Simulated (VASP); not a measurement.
# HfS₂: convergence, vacuum levels of a slab or layer

HfS₂, sheet, 3 atoms in the cell. PBE; PAW potentials S, Hf_pv (PBE set). VASP 6.6.1.

Wanted: face levels within 0.03 eV; gap on the mesh within 0.02 eV; energy within 2 meV/atom.

In-plane mesh in multiples of three: yes; Dipole correction: yes; Starting cell: layer relaxed first with the same functional.

Face levels: vacuum level at each face, counted from the middle of the gap.

POSCAR of the starting run:
```
HfS2
1.0
    3.6454235695      0.0000000000      0.0000000000
   -1.8227117848      3.1570294187      0.0000000000
    0.0000000000      0.0000000000     17.8874414983
S Hf
2 1
Direct
    0.0000000000      1.0000000000      0.4192885830
    0.3333333334      0.6666666666      0.5807114170
    0.6666666667      0.3333333333      0.4999999895
```

The series start from vacuum (Å): 15; correction: LDIPOL, IDIPOL 3, DIPOL, AMIN 0.01; k spacing (1/Å): 0.25; Smearing SIGMA (eV): 0.05; Cutoff ENCUT (eV): 340; SCF threshold EDIFF (eV): 1e-6; PREC: Accurate; ALGO: Normal. Each series keeps the choices made before it, and each single choice may use up half of a tolerance.

## Vacuum (Å)

| Vacuum (Å) | Face levels, largest deviation (eV) | Gap on the mesh (eV) | Energy less reference (meV/atom) | SCF iterations | Time (s) |
|---|---|---|---|---|---|
| 5 | 0.082 | 1.347 | 1.0 | 15 | 3.2 |
| 7 | 0.013 | 1.335 | 0.2 | 16 | 4.5 |
| 9 | 0.003 | 1.335 | -0.2 | 19 | 6.0 |
| 12 | 0.000 | 1.335 | -0.2 | 21 | 7.7 |
| 15 | 0.000 | 1.335 | -0.1 | 23 | 9.8 |
| 20 | 0.000 | 1.335 | 0.0 | 25 | 14 |
| 25 (reference) | 0.000 | 1.335 | 0.0 | 28 | 20 |

Chosen: 7, the loosest value from which every tighter one stays within half of the tolerance.

## Correction

| Correction | Face levels, largest deviation (eV) | Gap on the mesh (eV) | Energy less reference (meV/atom) | SCF iterations | Time (s) |
|---|---|---|---|---|---|
| LDIPOL, IDIPOL 3, DIPOL, AMIN 0.01 | 0.000 | 1.335 | 0.0 | 16 | 4.5 |
| LDIPOL, default AMIN | 0.000 | 1.335 | 0.0 | 16 | 4.3 |
| LDIPOL, no DIPOL | no result | no result | no result | 120 | 32 |
| IDIPOL 3 alone (energy only) | 0.000 | 1.335 | 0.0 | 16 | 4.5 |
| kernel truncation, coarsened | 0.022 | 1.335 | 0.2 | 16 | 6.6 |
| kernel truncation, full padding | 0.005 | 1.336 | 0.2 | 17 | 7.2 |

Chosen: LDIPOL, IDIPOL 3, DIPOL, AMIN 0.01; no other choice that stays within half of the tolerance saves 30 % of the time.

## k spacing (1/Å)

| k spacing (1/Å) | Face levels, largest deviation (eV) | Gap on the mesh (eV) | Energy less reference (meV/atom) | SCF iterations | Time (s) |
|---|---|---|---|---|---|
| 0.8 | 0.106 | 1.423 | 65.6 | 17 | 2.3 |
| 0.55 | 0.001 | 1.310 | 3.4 | 16 | 3.8 |
| 0.35 | 0.001 | 1.310 | 3.4 | 16 | 3.7 |
| 0.25 | 0.010 | 1.335 | 0.2 | 16 | 4.5 |
| 0.18 | 0.000 | 1.317 | 0.0 | 16 | 5.1 |
| 0.13 (reference) | 0.000 | 1.317 | 0.0 | 16 | 6.8 |

Chosen: 0.18.

## Smearing SIGMA (eV)

| Smearing SIGMA (eV) | Face levels, largest deviation (eV) | Gap on the mesh (eV) | Energy less reference (meV/atom) | SCF iterations | Time (s) |
|---|---|---|---|---|---|
| 0.2 | 0.000 | 1.317 | 0.0 | 16 | 4.8 |
| 0.1 | 0.000 | 1.317 | 0.0 | 16 | 5.1 |
| 0.05 | 0.000 | 1.317 | 0.0 | 16 | 5.1 |
| 0.02 (reference) | 0.000 | 1.317 | 0.0 | 16 | 4.7 |

Chosen: 0.2.

## Cutoff ENCUT (eV)

| Cutoff ENCUT (eV) | Face levels, largest deviation (eV) | Gap on the mesh (eV) | Energy less reference (meV/atom) | SCF iterations | Time (s) |
|---|---|---|---|---|---|
| 210 | 0.007 | 1.316 | 29.7 | 16 | 2.8 |
| 260 | 0.000 | 1.323 | 8.8 | 16 | 3.4 |
| 300 | 0.001 | 1.319 | 3.6 | 17 | 5.3 |
| 340 | 0.000 | 1.317 | 1.3 | 16 | 4.8 |
| 390 | 0.001 | 1.317 | 0.4 | 17 | 6.9 |
| 470 (reference) | 0.000 | 1.317 | 0.0 | 17 | 8.9 |

Chosen: 390.

## SCF threshold EDIFF (eV)

| SCF threshold EDIFF (eV) | Face levels, largest deviation (eV) | Gap on the mesh (eV) | Energy less reference (meV/atom) | SCF iterations | Time (s) |
|---|---|---|---|---|---|
| 0.001 | 0.147 | 1.312 | 0.0 | 10 | 4.1 |
| 0.0001 | 0.056 | 1.319 | 0.0 | 12 | 4.1 |
| 1e-5 | 0.002 | 1.316 | 0.0 | 14 | 5.1 |
| 1e-6 | 0.000 | 1.317 | 0.0 | 17 | 6.9 |
| 1e-7 (reference) | 0.000 | 1.317 | 0.0 | 18 | 5.5 |

Chosen: 1e-5.

## PREC

| PREC | Face levels, largest deviation (eV) | Gap on the mesh (eV) | Energy less reference (meV/atom) | SCF iterations | Time (s) |
|---|---|---|---|---|---|
| Accurate | 0.000 | 1.316 | 0.0 | 14 | 5.1 |
| Normal | 0.001 | 1.317 | 0.0 | 15 | 3.3 |

Chosen: Accurate; Normal would be accurate enough too and is faster here.

## ALGO

| ALGO | Face levels, largest deviation (eV) | Gap on the mesh (eV) | Energy less reference (meV/atom) | SCF iterations | Time (s) |
|---|---|---|---|---|---|
| Normal | 0.000 | 1.316 | 0.0 | 14 | 5.1 |
| Fast | 0.003 | 1.314 | 0.0 | 16 | 5.7 |
| All | 0.002 | 1.317 | 0.0 | 19 | 7.8 |

Chosen: Normal.

## All choices together

| Input | Face levels, largest deviation (eV) | Gap on the mesh (eV) | Energy less reference (meV/atom) | Time (s) |
|---|---|---|---|---|
| program defaults, no dipole correction of the potential, 7 A of vacuum, k spacing 0.5 1/A (naive) | 0.042 | 1.294 | 35.0 | 1.0 |
| chosen settings | 0.012 | 1.316 | 0.6 | 5.1 |
| reference settings throughout | 0.000 | 1.316 | 0.0 | 71 |

The tolerance is met.

Values of the reference run: Face levels: 5.746, 5.746 eV.

## The input

INCAR:
```
  PREC = Accurate
  ENCUT = 390
  EDIFF = 1E-5
  ISMEAR = 0
  SIGMA = 0.2
  LREAL = F
  LASPH = T
  ALGO = Normal
  NELM = 120
  LWAVE = F
  LCHARG = F
  GGA = PE
  KPAR = 4
  LVHAR = T
  LVACPOTAV = T
  LDIPOL = T
  IDIPOL = 3
  DIPOL = 0.5 0.5 0.5
  AMIN = 0.01
```

KPOINTS:
```
Automatic mesh
0
Gamma
  12 12 1
  0 0 0
```

POSCAR:
```
HfS2
1.0
    3.6454235695      0.0000000000      0.0000000000
   -1.8227117848      3.1570294187      0.0000000000
    0.0000000000      0.0000000000      9.8874414983
S Hf
2 1
Direct
    0.0000000000      1.0000000000      0.3539843953
    0.3333333334      0.6666666666      0.6460156047
    0.6666666667      0.3333333333      0.4999999810
```

Commands:
```
cat potpaw_PBE.64/S/POTCAR potpaw_PBE.64/Hf_pv/POTCAR > POTCAR
mpirun -np 4 vasp_std > vasp.out
```

Limits: The program found no field-free region, so the vacuum level is rough.

The chosen input took VASP 6.6.1 5.1 s on 4 cores (Intel Xeon 6975P-C (Granite Rapids)), a shared host.

## An input that fails: vacuum far too thin (2.5 A)

It runs to its end, but against the unchanged starting input it is off by 2.111 eV in the face levels, 0.836 eV in the gap on the mesh, 37.6 meV/atom in the energy.

Vacuum (Å): 15 becomes 2.5.

Changes against the starting input:
```
(POSCAR)
-    0.0000000000      0.0000000000     17.8874414983
+    0.0000000000      0.0000000000      5.3874414983
-    0.0000000000      1.0000000000      0.4192885830
-    0.3333333334      0.6666666666      0.5807114170
-    0.6666666667      0.3333333333      0.4999999895
+    0.0000000000      1.0000000000      0.2320210810
+    0.3333333334      0.6666666666      0.7679789190
+    0.6666666667      0.3333333333      0.4999999651
```
